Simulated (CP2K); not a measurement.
# Ag in CP2K: the effect of dispersion

Ag:

```
Ag
1.0
     2.93000    0.00000    0.00000
    -1.46500    2.53745    0.00000
     0.00000    0.00000    4.79000
Ag
2
Direct
  0.66667 0.33333 0.75000
  0.33333 0.66667 0.25000
```

This isn't the form of Ag at room conditions, which is fcc.

Alike in all runs:

* Program: CP2K 2026.2
* Task: single point
* Functional: RPBE
* Potentials or basis: POTENTIAL_UZH Ag GTH-PBE-q11; TZVP-MOLOPT-PBE-GTH basis
* Density cutoff: 6123 eV
* k mesh: 10 × 10 × 6
* Occupations: fermi-dirac, width 0.05 eV
* Spin: no spin polarisation

```csv
dispersion,pressure (GPa)
none,3.2
D3,0.2
D3(BJ),-29.3
D4,?
D3(BJ)+ATM,-28.6
```

Problem. What does the run with dispersion D4 give?

Solution. Pressure -5.6 GPa.

Caveats: the potentials were made for another functional, which shifts forces and pressure; the basis of atomic orbitals isn't converged, which shifts pressures, moduli and gaps; pairwise dispersion overbinds metals, which lowers pressure and volume (some runs); a pressure of tens of GPa on the cell as given is suspect, and the run, the potentials or the cell itself is likely at fault (some runs).
